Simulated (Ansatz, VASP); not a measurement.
**Two plane-wave programs on Be**

The input INCAR:

```
SYSTEM = Be
ALGO = Normal ; EDIFF = 1E-7
ENCUT = 520 ; GGA = PS
ISIF = 2 ; ISMEAR = 0
LASPH = .True. ; LCHARG = .True.
LELF = .True. ; LREAL = .False.
LVHAR = .True. ; LWAVE = .False.
NBANDS = 12 ; NELM = 100
PREC = Accurate ; SIGMA = 0.1
```

File KPOINTS:

```
k-points
0
Gamma
  12 12 8
  0 0 0
```

POSCAR

```
Be
1.0
    2.5336568174     -2.6847601120      0.0000000000
    2.5336568174      2.6847601120      0.0000000000
    0.0000000000      0.0000000000      5.1281777884
Be
4
Direct
    0.1617894600      0.8382105400      0.1965141100
    0.8382105400      0.1617894600      0.8034858900
    0.3382105400      0.6617894600      0.6965141100
    0.6617894600      0.3382105400      0.3034858900
```

Input for Ansatz:

```yaml
crystal:
  lattice:
    - [2.5336568174, -2.684760112, 0.0]
    - [2.5336568174, 2.684760112, 0.0]
    - [0.0, 0.0, 5.1281777884]
  atoms:
    - { symbol: Be, position: [0.16178946, 0.83821054, 0.19651411] }
    - { symbol: Be, position: [0.83821054, 0.16178946, 0.80348589] }
    - { symbol: Be, position: [0.33821054, 0.66178946, 0.69651411] }
    - { symbol: Be, position: [0.66178946, 0.33821054, 0.30348589] }
basis:
  ecutwfc: 420
kpoints:
  mp_grid: { grid: [12, 12, 8] }
hamiltonian:
  xc: pbesol
scf:
  occupations: { method: gaussian, width: 0.1 }
output:
  forces: true
  stress: true
  eigenvalues: true
```

Alike in both runs: task single point; functional PBEsol; k mesh 12 × 12 × 8; occupations gaussian, width 0.1 eV; no spin polarisation.

|  | VASP | Ansatz |
| --- | --- | --- |
| version | VASP 6.6.1 | Ansatz 0.2.0 |
| potentials or method | VASP PAW PBE potentials, release 64 (Be) | scalar-relativistic, plane waves, PAW |
| plane-wave cutoff (eV) | 520 | 420 |
| valence electrons in the cell | 8 | 8 |

```csv
,VASP,Ansatz,Ansatz less VASP
gap on the k mesh at the Fermi level (eV),none,none,-
pressure (GPa),-19.4,-19.4,-0.04
largest component of the traceless stress (GPa),3.52,3.52,+0.004
rms of the force components (eV/Å),0.234,0.234,0.0000
```

Atom by atom the forces differ by 0.000 eV/Å (rms over components). A gap of «none» marks a metal or a gap that the smearing closes.

Caveats: so large a pressure means that the cell lies far from this level's equilibrium, or that cutoff or potentials fall short (VASP); the potentials were made for another functional, which shifts forces and pressure (VASP).
